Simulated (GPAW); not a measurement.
Crystal: SrO.

```xyz
2
Lattice="0.0000 2.5663 2.5663 2.5663 0.0000 2.5663 2.5663 2.5663 0.0000" Properties=species:S:1:pos:R:3 pbc="T T T"
Sr    2.5663    2.5663    2.5663
O     0.0000    0.0000    0.0000
```

Base run:

```yaml
Program: GPAW 26.7.0
Functional: RPBE
Potentials_or_basis: the program's PAW data sets (release 1.2.1) made for this functional
Cutoff: 800 eV
Basis: pw
k_mesh: 9 × 9 × 9
Occupations: fermi-dirac, width 0.05 eV
Spin: no spin polarisation
```

Its results: band gap on the k mesh 3.54 eV, indirect (least direct gap 3.62 eV); pressure 6.9 GPa.

Problem. After a change of settings the same cell gave: band gap on the k mesh 3.51 eV, indirect (least direct gap 3.59 eV); pressure 6.1 GPa. Which change was it?
A. functional from RPBE to LDA
B. functional from RPBE to revPBE
C. functional from RPBE to r2SCAN; potentials or basis from the program's PAW data sets (release 1.2.1) made for this functional to GPAW PAW data sets (gpaw-data 1.2.1)
D. functional from RPBE to PBEsol; potentials or basis from the program's PAW data sets (release 1.2.1) made for this functional to PAW data sets generated in the run's folder for this functional

Solution. B.

Runs at the PBE level aren't shown here.
